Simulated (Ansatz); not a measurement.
The calculation used DFT PBE, scalar-relativistic, plane waves, PAW in Ansatz. All cells share a 420 eV cutoff and Γ-centred k meshes spaced at most about 0.3 Å⁻¹ (about 0.25 or finer for metals, 2π included). No spin polarisation in the final relaxations.

These are static total energies at zero pressure. All come from trial cells, and lower structures may exist.

**Question.** These unrelaxed guesses for Cd2HgTe3 are each relaxed within their symmetry. Order them by the energy at which they end, lowest first.
A.

```xyz
6
Lattice="-2.1920 2.1920 9.2998 2.1920 -2.1920 9.2998 2.1920 2.1920 -9.2998" Properties=species:S:1:pos:R:3 pbc="T T T"
Cd    0.0000    0.0000   12.3998
Cd    0.0000    0.0000    6.1999
Hg    0.0000    0.0000    0.0000
Te    0.0000    2.1920    1.5500
Te    2.1920    0.0000    4.6499
Te    0.0000    2.1920    7.7498
```

B.

```xyz
6
Lattice="-2.1920 2.1920 9.2998 2.1920 -2.1920 9.2998 2.1920 2.1920 -9.2998" Properties=species:S:1:pos:R:3 pbc="T T T"
Cd    0.0000    0.0000   15.4997
Cd    0.0000    0.0000    3.0999
Hg    0.0000    0.0000    9.2998
Te    0.0000    0.0000    0.0000
Te    0.0000    0.0000   12.3998
Te    0.0000    0.0000    6.1999
```

**Answer.** A (ends in I-4m2, 0 meV/atom), B (ends in I4/mmm, 168 meV/atom).

Spin–orbit coupling, which can matter for Hg and Te, is left out. Cells relaxed within their symmetry can be saddle points. Some structure types and database cells were kept out of the candidates from the start, so a known form may be missing.
